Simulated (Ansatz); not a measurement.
I need a Delta-SCF excitation of SrO, space group P6_3/mmc. Use Ansatz 0.2.0 through its Python package. Use (first run): LDA, PAW, cutoff 380 eV, 1×1×1 k-points, Fermi-Dirac smearing of 0.01 eV.

```yaml
crystal:
  lattice:
    - [3.55329, 0.00000, 0.00000]
    - [-1.77664, 3.07724, 0.00000]
    - [0.00000, 0.00000, 6.21730]
  atoms:
    - { symbol: Sr, position: [0.33333, 0.66667, 0.25000] }
    - { symbol: Sr, position: [0.66667, 0.33333, 0.75000] }
    - { symbol: O, position: [0.00000, 0.00000, 0.00000] }
    - { symbol: O, position: [0.00000, 0.00000, 0.50000] }
```

The script, `dscf_sro.py`:
```python
import ansatz
import numpy as np

vectors = np.array([
    [3.55329, 0.0, 0.0],
    [-1.77664, 3.07724, 0.0],
    [0.0, 0.0, 6.2173],
])
crystal = (
    ansatz.Lattice.of(vectors)
    .atom("Sr", (1 / 3, 2 / 3, 0.25))
    .atom("Sr", (2 / 3, 1 / 3, 0.75))
    .atom("O", (0.0, 0.0, 0.0))
    .atom("O", (0.0, 0.0, 0.5))
)

ground = (
    crystal.calculation()
    .initial_density(normalization="atom")
    .mixing("msr1")
    .functional("LDA")
    .basis(380)
    .kpoints(1, 1, 1)
    .occupations("fermi_dirac", width=0.01)
    .scf(extra_bands=4)
    .band_table()
)
excited = ground.excitation(hole_k=0, hole_band="v1", hole_track="overlap", particle_k=0, particle_band="c1", particle_track="overlap")
low, high = ground.run().report, excited.run().report
share = low["kweights"][0]
top = round(low["n_electrons"] / 2)
print("Kohn-Sham gap at the first k-point:", round(low["eigenvalues_ev"][0][top] - low["eigenvalues_ev"][0][top - 1], 3), "eV")
print("energy difference per cell:", round(high["lagrangian_ev"] - low["lagrangian_ev"], 4), "eV; weight of the point", round(share, 4))
print("per electron moved:", round((high["lagrangian_ev"] - low["lagrangian_ev"]) / share, 3), "eV")
```

```console
$ python dscf_sro.py
DeckWarning: basis.ecutwfc = 380 eV is below the records' recommended 420 eV, and the density's cutoff is lower with it unless basis.ecutrho_ratio is high enough to keep the records' density cutoff: compare with a run at a higher cutoff
RunWarning: ΔSCF hole (k=0): cluster selection [11, 12, 13, 14, 15], counted from 0, overshoots the anchor rank 1 — it holds more bands than the level has, and the excitation is spread over them until it fits. The followed level could not be told apart from these bands; if that still stands when the run converges, [...]
Kohn-Sham gap at the first k-point: 2.369 eV
energy difference per cell: 2.997 eV; weight of the point 1.0
per electron moved: 2.997 eV
```
(Warnings from the package without file and line, shortened.)

Caveats:
- The settings weren't tested for convergence.
- The cutoff lies under the one recommended for these potentials.
- Semilocal gaps usually lie well under measured ones.
- The computed bands are complete only to about 4.4 eV above the Fermi level.
- The k-point mesh is coarse, and energy and stress weren't tested for convergence.
- The structure comes from a database of computed cells and needn't be a stable or known phase.
- Gaps and levels are Kohn-Sham values on a finite set of k-points, without spin-orbit coupling.
- One k-point of a small cell stands for a dense array of excitations, so this isn't the optical gap of the solid.
- Hardware and time: 1.4 s on 1 thread of Arm Neoverse V1 (shared host), peak memory 0.31 GiB.

(Lines on the test bed's own set-up are left out of the output.)
